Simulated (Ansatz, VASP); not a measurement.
Two plane-wave programs on Si2C

```xyz
3
Lattice="2.7299 0.0000 0.0000 0.0000 2.7299 0.0000 0.0000 0.0000 4.7745" Properties=species:S:1:pos:R:3 pbc="T T T"
Si    1.3650    1.3650    1.1529
Si    1.3650    1.3650    3.6215
C     0.0000    0.0000    0.0000
```

Change from the starting cell: species swapped into the Ga2Cu type (P4/mmm, No. 123).

Alike in both runs: task relaxation of cell and atoms; functional PBE; k mesh 16 × 16 × 10; occupations gaussian, width 0.1 eV; no spin polarisation.

|  | VASP | Ansatz |
| --- | --- | --- |
| version | VASP 6.6.1 | Ansatz 0.2.0 |
| potentials or method | VASP PAW PBE potentials, release 64 (Si, C) | scalar-relativistic, plane waves, PAW |
| plane-wave cutoff (eV) | 600 | 420 |
| valence electrons in the cell | 12 | 12 |

Ansatz gave:

| Property | Result |
| --- | --- |
| gap on the k mesh at the Fermi level, each at its own relaxed structure (eV) | none |
| relaxed volume (Å³/atom) | 11.87 |
| relaxed cell length with the largest relative difference (Å) | 4.813 |
| energy change over the relaxation (meV/atom) | -1 |

Which values does VASP return?

gap on the k mesh at the Fermi level, each at its own relaxed structure (eV): none; relaxed volume (Å³/atom): 11.86; relaxed cell length with the largest relative difference (Å): 4.808; energy change over the relaxation (meV/atom): -1.

A gap of «none» marks a metal or a gap that the smearing closes.
